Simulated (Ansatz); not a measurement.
InN (zinc blende)

```
InN
1.0
    0.00000     4.99920     4.99920
    2.49960     2.49960     4.99920
    2.49960     2.49960     0.00000
N In
2 2
Direct
  0.00000   0.75000   0.75000
  0.50000   0.75000   0.75000
  0.00000   0.00000   0.00000
  0.50000   0.00000   0.00000
```

A phonon eigenvector at X = (0.5, 0.5, 0.0) is frozen into this cell: atom i moves by Q times the vector below, so Q is the largest atomic displacement, in Å. The cell is held. (q is in reciprocal vectors of the primitive cell; the cell shown is doubled to hold the pattern.)

| atom | x | y | z |
|---|---|---|---|
| In3 | 0.000 | 0.000 | 1.000 |
| In4 | 0.000 | 0.000 | -1.000 |

Atoms not listed stay in place.

Level of theory: r2SCAN (plane waves to 500 eV, PAW, scalar-relativistic; Ansatz, an electronic-structure program). k mesh 11×11×11 (Γ-centred), Fermi-Dirac smearing 0.05 eV. Energies are smeared free energies. With partly filled bands, energies and forces of such displacements shift with the k mesh and the smearing. At this level the bands of InN touch or barely overlap; measurements give the solid a gap. InN was relaxed with its symmetry unable to fall. ΔE is measured from the undisplaced structure. The last digit holds for this mesh only.

| Q (Å) | ΔE (meV/cell) |
|---|---|
| -0.180 | withheld |
| -0.150 | 507.0 |
| -0.120 | 325.6 |
| -0.090 | 183.6 |
| -0.060 | 81.8 |
| -0.030 | 20.5 |
| 0.000 | 0.0 |
| 0.030 | 20.5 |
| 0.060 | 81.8 |
| 0.090 | 183.6 |
| 0.120 | 325.6 |
| 0.150 | 507.0 |
| 0.180 | withheld |

Fit an even polynomial form (powers 2, 4) to the given rows and predict ΔE at Q = -0.180.

Least squares on the 11 given rows: ΔE = (22750)·Q² + (-9534)·Q⁴, in meV/cell with Q in Å; root-mean-square residual 0.04 meV/cell. At -0.180 the fit gives 727.1 meV/cell; the calculation gives 727.0 meV/cell, so the extrapolation is off by 0.1 (+0.0 %). The quadratic term alone would give 737.1 meV/cell.

(A displaced cell: forces are minus the slopes of the energy, force constants its curvatures, and phonons follow from these.)
